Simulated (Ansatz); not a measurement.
## TiS₂ in the CdI2-type structure

The computed numbers are results of PBE with spin–orbit coupling (two-component spinors) in the plane-wave PAW code Ansatz at 420 eV, Γ-centred 12×12×6 mesh, 0.05 eV Gaussian smearing; PAW files: Ansatz's generated set soft_2.

```
Ti S
1.0
     3.41297    0.00000    0.00000
    -1.70648    2.95572    0.00000
     0.00000    0.00000    6.46792
Ti S
1 2
Direct
  0.00000 0.00000 0.00000
  0.33333 0.66667 0.21964
  0.66667 0.33333 0.78036
```

The compound is reported in the structure type of the start.

At this volume the pressure is 0.04 GPa.

The cell has space group P-3m1 (read at 0.01 Å). In it the stress is 0.06, 0.06, -0.01, 0.00, 0.00, 0.00 GPa and the largest force component 0.009 eV/Å. Each change below starts from this cell, without further relaxation. Stress is in GPa, positive in compression, in the order xx, yy, zz, yz, xz, xy; energies are counted from the cell above and are free energies with the smearing's entropy, which match forces and stress in a metal.

Task: What happens when atom 2 (S) is moved by 0.02 Å along y?

Result: The energy changes by 0.7 meV per cell, and the force on it along the shift is -0.069 eV/Å (−F/u = 3.46 eV/Å²). Stress: 0.19, -0.05, 0.00, -0.43, 0.00, 0.00.
| atom | Fx (eV/Å) | Fy | Fz |
| --- | --- | --- | --- |
| Ti1 | 0.000 | 0.013 | -0.003 |
| S2 | 0.000 | -0.069 | -0.006 |
| S3 | 0.000 | 0.056 | 0.009 |

Task: A single strain component, atoms carried along, gave the stress -0.88, -2.77, -1.14, -0.25, 0.00, 0.00. Which component, and about how large?

Result: An engineering strain of 2 % in yy; the energy changes by 11.1 meV per cell.

The structure is built of weakly bound layers, and this functional has no dispersion term, so their spacing and all that hangs on it (volume, the soft elastic constants, low modes, dielectric constants) are poorly given. Compounds of this kind are often insulators, so the metal found may come from the functional, which lacks a U or exact exchange, or from the structure.
